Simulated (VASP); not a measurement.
# SnSe (Fmmm) in VASP: further runs, part 2 of 2

VASP 6.6.1. Earlier steps stand in the parts before.

## 3. Single point, LDA (strain +0.0300 x Voigt [1, -1, 0, 0, 0, 0], atoms carried along)

Contents of INCAR:

```
SYSTEM = SnSe
  ALGO = Normal
  EDIFF = 1E-6
  ENCUT = 520
  ISIF = 2
  ISMEAR = 0
  LASPH = .TRUE.
  LCHARG = .FALSE.
  LREAL = .FALSE.
  LWAVE = .FALSE.
  NBANDS = 17
  NELM = 100
  PREC = Accurate
  SIGMA = 0.05
```

Contents of KPOINTS:

```
k-points
0
G
  8 8 8
  0 0 0
```

Contents of POSCAR:

```
SnSe
1.0
    0.0000000000      2.9197000000      3.0100000000
    3.1003000000      0.0000000000      3.0100000000
    3.1003000000      2.9197000000      0.0000000000
Sn Se
1 1
Direct
    0.0000000000      0.0000000000      0.0000000000
    0.5000000000      0.5000000000      0.5000000000
```

Potentials or basis: VASP PAW LDA potentials, release 64 (Sn_d, Se).

Command:

```bash
$ cat potpaw_LDA.64/Sn_d/POTCAR potpaw_LDA.64/Se/POTCAR > POTCAR
$ mpirun -np 1 vasp_std > vasp.out
```

OUTCAR:

```text
SYSTEM = SnSe
   EDIFF = 1E-6
   ENCUT = 520
   ISIF = 2
   ISMEAR = 0
   LASPH = .TRUE.
   LREAL = .FALSE.
   NELM = 100
   PREC = Accurate

 ion  position               nearest neighbor table
   1  0.000  0.000  0.000-   2 2.92   2 2.92   2 3.01   2 3.01   2 3.10   2 3.10
   2  0.500  0.500  0.500-   1 2.92   1 2.92   1 3.01   1 3.01   1 3.10   1 3.10

  LATTYP: Found a face centered orthorhombic cell.
 ALAT       =     5.8394000000
 B/A-ratio  =     1.0309278351
 C/A-ratio  =     1.0618556701

  Lattice vectors:

 A1 = (  -3.1003000000,   0.0000000000,  -3.0100000000)
 A2 = (  -3.1003000000,   2.9197000000,   0.0000000000)
 A3 = (   0.0000000000,   2.9197000000,  -3.0100000000)

Analysis of symmetry for initial positions (statically):
=====================================================================
 Subroutine PRICEL returns:
 Original cell was already a primitive cell.

 Routine SETGRP: Setting up the symmetry group for a
 face centered orthorhombic supercell.

 Subroutine GETGRP returns: Found  8 space group operations
 (whereof  8 operations were pure point group operations)
 out of a pool of  8 trial point group operations.

The static configuration has the point symmetry D_2h.

Analysis of symmetry for dynamics (positions and initial velocities):
=====================================================================
 Subroutine PRICEL returns:
 Original cell was already a primitive cell.

 Routine SETGRP: Setting up the symmetry group for a
 face centered orthorhombic supercell.

 Subroutine GETGRP returns: Found  8 space group operations
 (whereof  8 operations were pure point group operations)
 out of a pool of  8 trial point group operations.

The dynamic configuration has the point symmetry D_2h.

 Subroutine INISYM returns: Found  8 space group operations
 (whereof  8 operations are pure point group operations),
[... 112 lines left out ...]
   EFERMI_NEDOS =   21; number of points for ismear=-14 and -15
   IALGO  =     38    algorithm
   IMIX   =      4    mixing-type and parameters
     AMIX     =   0.40;   BMIX     =  1.00
     AMIX_MAG =   1.60;   BMIX_MAG =  1.00
  volume/ion in A,a.u.               =      27.25       183.87
  Fermi-wavevector in a.u.,A,eV,Ry     =   1.172120  2.214985 18.692567  1.373865
  Thomas-Fermi vector in A             =   2.308553
   LORBIT       =      0    0 simple, 1 ext, 2 COOP (PROOUT), +10 PAW based schemes
   GGA     = CA    functional components
   LHFCALC =     F    Hartree Fock is set to
   AEXX    =    0.0000 exact exchange contribution
   IVDW    =     0    specifies the selected vdW correction
   LEPSILON=     F    determine dielectric tensor
   LRPA    =     F    only Hartree local field effects (RPA)
 non-spin polarized calculation
 Gauss-broadening in eV      SIGMA  =   0.05
  energy-cutoff  :      520.00
  volume of cell :       54.49
 maximum number of plane-waves:      1486
   NGX = 15   NGY = 17   NGZ = 15

 number of electron      20.0000006 magnetization

 Free energy of the ion-electron system (eV)
  ---------------------------------------------------
  ext. energy  EPLUGINS =         0.00000000
  ---------------------------------------------------
  free energy    TOTEN  =        -9.44204828 eV

  energy without entropy =       -9.44204828  energy(sigma->0) =       -9.44204828

 E-fermi :   5.6407     XC(G=0):  -9.8828

 val. band max:        5.3235443291   @ k =   0.5000   0.1250   0.1250
 cond. band min:       5.9981912250   @ k =  -0.3750   0.1250   0.0000
 fundamental gap:      0.6746468959
 Fermi energy:         5.6407357228

 k-point     1 :       0.0000    0.0000    0.0000
  band No.  band energies     occupation
      1     -16.0737      2.00000
      2     -16.0678      2.00000
      3     -16.0597      2.00000
      4     -16.0521      2.00000
      5     -16.0514      2.00000
      6      -8.4548      2.00000
[... 457 lines left out ...]
      4     -16.0502      2.00000
      5     -16.0398      2.00000
      6      -7.7031      2.00000
[... 9 lines left out ...]
     16      14.8526      0.00000
     17      16.3346      0.00000

 [... further k-points ...]

------------------------ aborting loop because EDIFF is reached ----------------------------------------

  FORCE on cell =-STRESS in cart. coord.  units (eV):
  Direction    XX          YY          ZZ          XY          YZ          ZX
  --------------------------------------------------------------------------------------
  -------------------------------------------------------------------------------------
  Total       -2.0307091      0.2252522     -1.1111887      0.0000000     -0.0000000      0.0000000
  in kB      -59.7062573      6.6227924    -32.6708133      0.0000000     -0.0000000      0.0000000
  external PRESSURE =     -28.5847594 kB  Pullay stress =       0.0000000 kB

 VOLUME and BASIS-vectors are now :
 -----------------------------------------------------------------------------
  energy-cutoff  :      520.00
  volume of cell :       54.49
      direct lattice vectors                 reciprocal lattice vectors
     0.000000000  2.919700000  3.010000000    -0.161274715  0.171250471  0.166112957
     3.100300000  0.000000000  3.010000000     0.161274715 -0.171250471  0.166112957
     3.100300000  2.919700000  0.000000000     0.161274715  0.171250471 -0.166112957

 POSITION                                       TOTAL-FORCE (eV/Angst)
 -----------------------------------------------------------------------------------
      0.00000      0.00000      0.00000         0.000000     -0.000000      0.000000
      3.10030      2.91970      3.01000        -0.000000      0.000000      0.000000
 -----------------------------------------------------------------------------------
    total drift:                                0.000000     -0.000000     -0.000000

  FREE ENERGIE OF THE ION-ELECTRON SYSTEM (eV)
  ---------------------------------------------------
  free  energy   TOTEN  =        -9.4420482803 eV

  energy  without entropy=       -9.4420482803  energy(sigma->0) =       -9.44204828
```

stdout:

```text
POSCAR found type information on POSCAR SnSe
 POSCAR found :  2 types and       2 ions
 scaLAPACK will be used
 LDA part: xc-table for (Slater(with rela. corr.)+CA(PZ))
 , standard interpolation
 POSCAR, INCAR and KPOINTS ok, starting setup
 FFT: planning ... GRIDC
 FFT: planning ... GRID_SOFT
 FFT: planning ... GRID
 WAVECAR not read
 entering main loop
```

It took 54 s on 1 thread of AMD EPYC 7R13 (Zen 3), shared host; peak memory 0.19 GiB.

Results:

* Free energy: -9.4420 eV
* Pressure: -2.9 GPa
* Band gap on the k mesh: 0.67 eV, indirect (least direct gap 0.70 eV)

Stress tensor (GPa, compression positive):
```
-5.97  0.00  0.00
 0.00  0.66  0.00
 0.00  0.00 -3.27
```

Caveat: spin-orbit coupling is left out, which moves the levels of the heavy elements. A k mesh can miss the band edges.

## 4. Single point, LDA (strain +0.0250 x Voigt [1, -1, 0, 0, 0, 0], atoms carried along)

Contents of INCAR:

```
  PREC = Accurate
  ENCUT = 520
  EDIFF = 1E-7
  ISMEAR = 0
  SIGMA = 0.05
  LREAL = F
  LASPH = T
  NELM = 100
  ALGO = Normal
  ISIF = 2
  LWAVE = F
  LCHARG = F
  GGA = CA
  NBANDS = 17
```

Contents of KPOINTS:

```
Automatic mesh
0
Gamma
  8 8 8
```

Contents of POSCAR:

```
SnSe
1.0
    0.0000000000      2.9347500000      3.0100000000
    3.0852500000      0.0000000000      3.0100000000
    3.0852500000      2.9347500000      0.0000000000
Sn Se
1 1
Direct
    0.0000000000      0.0000000000      0.0000000000
    0.5000000000      0.5000000000      0.5000000000
```

Command:

```bash
$ cat potpaw_LDA.64/Sn_d/POTCAR potpaw_LDA.64/Se/POTCAR > POTCAR
$ mpirun -np 1 vasp_std > vasp.out
```

Wall time 58 s (1 thread of AMD EPYC 7R13 (Zen 3), shared host); peak memory 0.19 GiB.

The run converged. Its results:

* Free energy: -9.4521 eV
* Pressure: -3.0 GPa
* Band gap on the k mesh: 0.68 eV, direct

Stress tensor (GPa, compression positive):
```
-5.62  0.00  0.00
 0.00 -0.11  0.00
 0.00  0.00 -3.29
```

Levels at points of the mesh, in eV from the valence-band top:
```tsv
k point	band 8	band 9	band 10	band 11	band 12	band 13
(0.00, 0.00, 0.00)	-2.31	-2.05	-1.83	3.78	4.32	4.96
(0.50, 0.00, 0.00)	-1.84	-1.77	0.00	0.68	1.20	1.43
(0.50, 0.50, 0.00)	-5.37	-3.80	-3.23	3.11	4.78	5.99
(0.50, 0.00, 0.50)	-5.42	-3.71	-3.44	3.01	4.96	5.54
(0.00, 0.50, 0.50)	-5.32	-3.61	-3.32	3.18	5.19	5.67
```

Caveat: spin-orbit coupling is left out, which moves the levels of the heavy elements. A k mesh can miss the band edges.

## 5. Single point, LDA (strain +0.0050 x Voigt [1, -1, 0, 0, 0, 0], atoms carried along)

Contents of INCAR:

```
PREC = Accurate
ENCUT = 520
EDIFF = 1E-7
ISMEAR = 0
SIGMA = 0.05
LREAL = False
LASPH = True
NELM = 100
ALGO = Normal
ISIF = 2
LWAVE = False
LCHARG = False
GGA = CA
NBANDS = 17
```

Contents of KPOINTS:

```
regular mesh
0
Gamma
  8 8 8
```

Contents of POSCAR:

```
SnSe
1.0
    0.0000000000      2.9949500000      3.0100000000
    3.0250500000      0.0000000000      3.0100000000
    3.0250500000      2.9949500000      0.0000000000
Sn Se
1 1
Direct
    0.0000000000      0.0000000000      0.0000000000
    0.5000000000      0.5000000000      0.5000000000
```

Command:

```bash
$ cat potpaw_LDA.64/Sn_d/POTCAR potpaw_LDA.64/Se/POTCAR > POTCAR
$ mpirun -np 1 vasp_std > vasp.out
```

Run time: 49 s. Hardware: 1 thread of AMD EPYC 7R13 (Zen 3), shared host; peak memory 0.19 GiB.

Results (log left out):

```yaml
Free_energy: -9.4740 eV
Pressure: -3.3 GPa
Band_gap_on_the_k_mesh: 0.63 eV, direct
```

Stress tensor (GPa, compression positive):
```
-3.82  0.00  0.00
 0.00 -2.73  0.00
 0.00  0.00 -3.29
```

Levels at points of the mesh, in eV from the valence-band top:
```tsv
k point	band 7	band 8	band 9	band 10	band 11	band 12	band 13	band 14
(0.00, 0.00, 0.00)	-5.09	-2.12	-2.07	-2.02	4.20	4.32	4.44	5.93
(0.50, 0.00, 0.00)	-8.01	-1.82	-1.80	0.00	0.63	1.26	1.31	8.25
(0.50, 0.50, 0.00)	-6.01	-5.37	-3.58	-3.47	3.09	5.23	5.47	5.98
(0.50, 0.00, 0.50)	-6.03	-5.39	-3.57	-3.51	3.07	5.27	5.39	6.04
(0.00, 0.50, 0.50)	-5.99	-5.36	-3.54	-3.49	3.10	5.32	5.44	5.91
```

Caveat: spin-orbit coupling is left out, which moves the levels of the heavy elements. A k mesh can miss the band edges.

## 6. Overview

```tsv
cell	gap on the mesh (eV)	pressure (GPa)
strain +0.0100 x Voigt [1, -1, 0, 0, 0, 0], atoms carried along	0.64	-3.2
strain +0.0300 x Voigt [1, -1, 0, 0, 0, 0], atoms carried along	0.67	-2.9
strain +0.0250 x Voigt [1, -1, 0, 0, 0, 0], atoms carried along	0.68	-3.0
strain +0.0050 x Voigt [1, -1, 0, 0, 0, 0], atoms carried along	0.63	-3.3
```

Alike in all rows: task single point; level LDA; potentials or basis VASP PAW LDA potentials, release 64 (Sn_d, Se); no spin polarisation; k mesh 8 × 8 × 8; cutoff (eV) 520; smearing gaussian 0.05 eV.

Caveats: spin-orbit coupling is left out, which moves the levels of the heavy elements.

Total energies depend on the potentials used, so only differences within one code and one set of settings carry meaning.
